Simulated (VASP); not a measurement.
# CaF7 (Im-3m) in VASP: a series of runs, part 2 of 2

VASP 6.6.1.

## 3. Relaxation of cell and atoms, PBE (species swapped into the Fe7Co type (Im-3m, No. 229))

INCAR reads:

```
SYSTEM = CaF7
ALGO = Fast
EDIFF = 1E-6
EDIFFG = -0.01
ENCUT = 600
GGA = PE
IBRION = 2
ISIF = 3
ISMEAR = 0
LASPH = .TRUE.
LCHARG = .FALSE.
LREAL = .FALSE.
LWAVE = .FALSE.
NELM = 60
NSW = 100
PREC = Accurate
SIGMA = 0.1
```

KPOINTS reads:

```
k-points
0
G
  10 10 10
  0 0 0
```

POSCAR reads:

```
CaF7
1.0
   -2.8167246961      2.8167246961      2.8167246961
    2.8167246961     -2.8167246961      2.8167246961
    2.8167246961      2.8167246961     -2.8167246961
Ca F
1 7
Direct
    0.0000000000      0.0000000000      0.0000000000
    0.0000000000      0.5000000000      0.5000000000
    0.5000000000      0.5000000000      0.0000000000
    0.5000000000      0.0000000000      0.5000000000
    0.0000000000      0.0000000000      0.5000000000
    0.0000000000      0.5000000000      0.0000000000
    0.5000000000      0.0000000000      0.0000000000
    0.5000000000      0.5000000000      0.5000000000
```

Potentials or basis: VASP PAW PBE potentials, release 64 (Ca_sv, F).

Command:

```sh
cat potpaw_PBE.64/Ca_sv/POTCAR potpaw_PBE.64/F/POTCAR > POTCAR
mpirun -np 1 vasp_std > vasp.out
```

OUTCAR:

```text
SYSTEM = CaF7
   EDIFF = 1E-6
   EDIFFG = -0.01
   ENCUT = 600
   GGA = PE
   IBRION = 2
   ISIF = 3
   ISMEAR = 0
   LASPH = .TRUE.
   LREAL = .FALSE.
   NELM = 60
   NSW = 100
   PREC = Accurate

 ion  position               nearest neighbor table
   1  0.000  0.000  0.000-   5 2.44   6 2.44   7 2.44   8 2.44   5 2.44   6 2.44   7 2.44   8 2.44

   2  0.000  0.500  0.500-
   3  0.500  0.500  0.000-
   4  0.500  0.000  0.500-
   5  0.000  0.000  0.500-   1 2.44   1 2.44
   6  0.000  0.500  0.000-   1 2.44   1 2.44
   7  0.500  0.000  0.000-   1 2.44   1 2.44
   8  0.500  0.500  0.500-   1 2.44   1 2.44

  LATTYP: Found a body centered cubic cell.
 ALAT       =     5.6334493922

  Lattice vectors:

 A1 = (  -2.8167246961,   2.8167246961,   2.8167246961)
 A2 = (   2.8167246961,  -2.8167246961,   2.8167246961)
 A3 = (   2.8167246961,   2.8167246961,  -2.8167246961)

Analysis of symmetry for initial positions (statically):
=====================================================================
 Subroutine PRICEL returns:
 Original cell was already a primitive cell.

 Routine SETGRP: Setting up the symmetry group for a
 body centered cubic supercell.

 Subroutine GETGRP returns: Found 48 space group operations
 (whereof 48 operations were pure point group operations)
 out of a pool of 48 trial point group operations.

The static configuration has the point symmetry O_h .

Analysis of symmetry for dynamics (positions and initial velocities):
=====================================================================
 Subroutine PRICEL returns:
 Original cell was already a primitive cell.
[... 137 lines left out ...]
   IALGO  =     68    algorithm
   IMIX   =      4    mixing-type and parameters
     AMIX     =   0.40;   BMIX     =  1.00
     AMIX_MAG =   1.60;   BMIX_MAG =  1.00
  volume/ion in A,a.u.               =      11.17        75.40
  Fermi-wavevector in a.u.,A,eV,Ry     =   1.425371  2.693560 27.642699  2.031681
  Thomas-Fermi vector in A             =   2.545762
   LORBIT       =      0    0 simple, 1 ext, 2 COOP (PROOUT), +10 PAW based schemes
   GGA     = PE    functional components
   LHFCALC =     F    Hartree Fock is set to
   AEXX    =    0.0000 exact exchange contribution
   IVDW    =     0    specifies the selected vdW correction
   LEPSILON=     F    determine dielectric tensor
   LRPA    =     F    only Hartree local field effects (RPA)
 conjugate gradient relaxation of ions
 non-spin polarized calculation
 RMM-DIIS sequential band-by-band and
 Gauss-broadening in eV      SIGMA  =   0.10
  energy-cutoff  :      600.00
  volume of cell :       89.39
 maximum number of plane-waves:      3043
   NGX = 19   NGY = 19   NGZ = 19

--------------------------------------- Ionic step        1  -------------------------------------------

 number of electron      59.0000045 magnetization

 Free energy of the ion-electron system (eV)
  ---------------------------------------------------
  ext. energy  EPLUGINS =         0.00000000
  ---------------------------------------------------
  free energy    TOTEN  =       -21.82611916 eV

  energy without entropy =      -21.73017815  energy(sigma->0) =      -21.77814866

------------------------ aborting loop because EDIFF is reached ----------------------------------------

  FORCE on cell =-STRESS in cart. coord.  units (eV):
  Direction    XX          YY          ZZ          XY          YZ          ZX
  --------------------------------------------------------------------------------------
  -------------------------------------------------------------------------------------
  Total       -0.1570430     -0.1570430     -0.1570430      0.0000000     -0.0000000      0.0000000
  in kB       -2.8147244     -2.8147244     -2.8147244      0.0000000     -0.0000000      0.0000000
  external PRESSURE =      -2.8147244 kB  Pullay stress =       0.0000000 kB
[... 71 lines left out ...]
--------------------------------------- Ionic step        3  -------------------------------------------

 number of electron      59.0000037 magnetization

 Free energy of the ion-electron system (eV)
  ---------------------------------------------------
  ext. energy  EPLUGINS =         0.00000000
  ---------------------------------------------------
  free energy    TOTEN  =       -21.82642085 eV

  energy without entropy =      -21.73134928  energy(sigma->0) =      -21.77888507

 E-fermi :  -2.1227     XC(G=0): -10.2386

 val. band max:       -2.1230055684   @ k =   0.5000   0.0000   0.0000
 cond. band min:      -2.1203757655   @ k =  -0.4000   0.4000   0.1000
 fundamental gap:      0.0026298030
 Fermi energy:        -2.1226615483

 k-point     1 :       0.0000    0.0000    0.0000
  band No.  band energies     occupation
      1     -38.5436      2.00000
      2     -23.3436      2.00000
      3     -22.1291      2.00000
      4     -22.1291      2.00000
      5     -22.1291      2.00000
      6     -22.0980      2.00000
[... 901 lines left out ...]
     34       7.3009      0.00000
     35       7.4839      0.00000

 [... further k-points ...]
[... 5 lines left out ...]
  --------------------------------------------------------------------------------------
  -------------------------------------------------------------------------------------
  Total        0.0532956      0.0532956      0.0532956      0.0000000      0.0000000     -0.0000000
  in kB        0.9612418      0.9612418      0.9612418      0.0000000      0.0000000     -0.0000000
  external PRESSURE =       0.9612418 kB  Pullay stress =       0.0000000 kB
[... 23 lines left out ...]
  FREE ENERGIE OF THE ION-ELECTRON SYSTEM (eV)
  ---------------------------------------------------
  free  energy   TOTEN  =       -21.8264208494 eV

  energy  without entropy=      -21.7313492841  energy(sigma->0) =      -21.77888507

 reached required accuracy - stopping structural energy minimisation
```

OSZICAR:

```text
N       E                     dE             d eps       ncg     rms          rms(c)
DAV:   1     0.572153351556E+03    0.57215E+03   -0.37818E+04  3290   0.190E+03
[... 30 lines left out ...]
RMM:   2    -0.218267451394E+02    0.58615E-02   -0.19681E-02  3290   0.867E-01    0.177E-01
RMM:   3    -0.218264514833E+02    0.29366E-03   -0.36743E-03  3290   0.385E-01    0.415E-02
RMM:   4    -0.218264398562E+02    0.11627E-04   -0.26703E-04  3446   0.115E-01    0.544E-02
RMM:   5    -0.218264129750E+02    0.26881E-04   -0.13104E-04  3410   0.701E-02    0.150E-02
RMM:   6    -0.218264136178E+02   -0.64281E-06   -0.12177E-05  3546   0.246E-02    0.793E-03
RMM:   7    -0.218264205861E+02   -0.69683E-05   -0.15527E-05  3350   0.207E-02    0.528E-03
RMM:   8    -0.218264208494E+02   -0.26335E-06   -0.40878E-06  2662   0.126E-02
   3 F= -.21826421E+02 E0= -.21778885E+02  d E =-.301687E-03
```

Run time: 11 min. Hardware: 1 thread of AMD EPYC 7R13 (Zen 3), shared host; peak memory 0.31 GiB.

What came out:

* Free energy: -21.8264 eV
* Relaxed volume: 11.10 Å³/atom
* Relaxed cell: a = 4.869 Å, b = 4.869 Å, c = 4.869 Å, α = 109.47°, β = 109.47°, γ = 109.47°
* Space group after relaxing (to 0.05 Å): Im-3m (No. 229)
* Energy gained by relaxing: 0.0 meV/atom
* Ionic steps: 3
* Pressure after relaxing: 0.1 GPa
* Band gap on the k mesh: none (metal or under the smearing width)

The path:
| step | energy change (eV) | largest force (eV/Å) | pressure (GPa) | volume (Å³) |
| --- | --- | --- | --- | --- |
| 1 | 0.0000 | 0.0000 | -0.28 | 89.39 |
| 2 | -0.0003 | 0.0000 | -0.15 | 89.14 |
| 3 | -0.0003 | 0.0000 | 0.10 | 88.83 |

Final structure:
```
Ca F
1.0
    -2.81084    2.81084    2.81084
     2.81084   -2.81084    2.81084
     2.81084    2.81084   -2.81084
Ca F
1 7
Cartesian
  0.0000 0.0000 0.0000
  2.8108 0.0000 0.0000
  0.0000 0.0000 2.8108
  0.0000 2.8108 0.0000
  1.4054 1.4054 -1.4054
  1.4054 -1.4054 1.4054
  -1.4054 1.4054 1.4054
  1.4054 1.4054 1.4054
```

Levels at points of the mesh, in eV from the Fermi level:
| k point | band 28 | band 29 | band 30 | band 31 | band 32 | band 33 |
| --- | --- | --- | --- | --- | --- | --- |
| (0.00, 0.00, 0.00) | 0.26 | 0.26 | 0.32 | 0.32 | 0.32 | 8.90 |
| (0.50, 0.00, 0.00) | -0.10 | -0.09 | 0.00 | 0.17 | 0.30 | 9.33 |
| (0.50, 0.50, 0.50) | -0.68 | -0.68 | -0.66 | -0.66 | -0.66 | 9.47 |

Caveat: an odd number of electrons without spin polarisation forces a metal; a magnetic or distorted state may lie lower.

## 4. Single point, PBE (species swapped into the Fe7Co type (Im-3m, No. 229))

INCAR reads:

```
SYSTEM = CaF7
ALGO = Normal ; EDIFF = 1E-7
ENCUT = 520 ; GGA = PE
ISIF = 2 ; ISMEAR = 0
LASPH = .TRUE. ; LCHARG = .FALSE.
LREAL = .FALSE. ; LWAVE = .FALSE.
NBANDS = 40 ; NELM = 60
PREC = Accurate ; SIGMA = 0.1
```

KPOINTS reads:

```
k-points
0
G
  4 4 4
  0 0 0
```

POSCAR, as its differences from that of step 3:

```diff
@@ -2,5 +2,5 @@
 1.0
-   -2.8167246961      2.8167246961      2.8167246961
-    2.8167246961     -2.8167246961      2.8167246961
-    2.8167246961      2.8167246961     -2.8167246961
+   -2.9970627100      2.9970627100      2.9970627100
+    2.9970627100     -2.9970627100      2.9970627100
+    2.9970627100      2.9970627100     -2.9970627100
 Ca F
```

Command:

```sh
cat potpaw_PBE.64/Ca_sv/POTCAR potpaw_PBE.64/F/POTCAR > POTCAR
mpirun -np 1 vasp_std > vasp.out
```

It took 64 s on 1 thread of AMD EPYC 7R13 (Zen 3), shared host; peak memory 0.21 GiB.

It converged, with:

- Free energy: -21.3581 eV
- Pressure: -7.3 GPa
- Band gap on the k mesh: none (metal or under the smearing width)

Levels at points of the mesh, in eV from the Fermi level:
```
           k point  band 26  band 27  band 28  band 29  band 30  band 31  band 32  band 33
(0.00, 0.00, 0.00)    -0.21     0.21     0.21     0.21     0.25     0.25     0.25     8.32
(0.50, 0.00, 0.00)    -0.69    -0.09    -0.06    -0.06     0.02     0.14     0.23     8.59
(0.50, 0.50, 0.50)    -0.66    -0.49    -0.49    -0.49    -0.47    -0.47    -0.47     8.67
```

Caveat: the k mesh is coarse (spacing up to 0.37 Å⁻¹), so the values aren't converged; an odd number of electrons without spin polarisation forces a metal; a magnetic or distorted state may lie lower.

## 5. Overview

| task | cell | k mesh | cutoff (eV) | mesh quality | gap on the mesh (eV) | pressure (GPa) |
| --- | --- | --- | --- | --- | --- | --- |
| single point | species swapped into the Fe7Co type (Im-3m, No. 229) | 10 × 10 × 10 | 520 | not flagged | none | -0.2 |
| relaxation of cell and atoms | relaxed from: species swapped into the Fe7Co type (Im-3m, No. 229) | 10 × 10 × 10 | 600 | not flagged | none | 0.1 |
| single point | species swapped into the Fe7Co type (Im-3m, No. 229) | 4 × 4 × 4 | 520 | coarse | none | -7.3 |

Alike in all rows: level PBE; potentials or basis VASP PAW PBE potentials, release 64 (Ca_sv, F); no spin polarisation; smearing gaussian 0.1 eV.

Caveats: some runs use coarse meshes; an odd number of electrons without spin polarisation forces a metal; a magnetic or distorted state may lie lower.

Absolute energies hang on the potentials; compare differences alone.
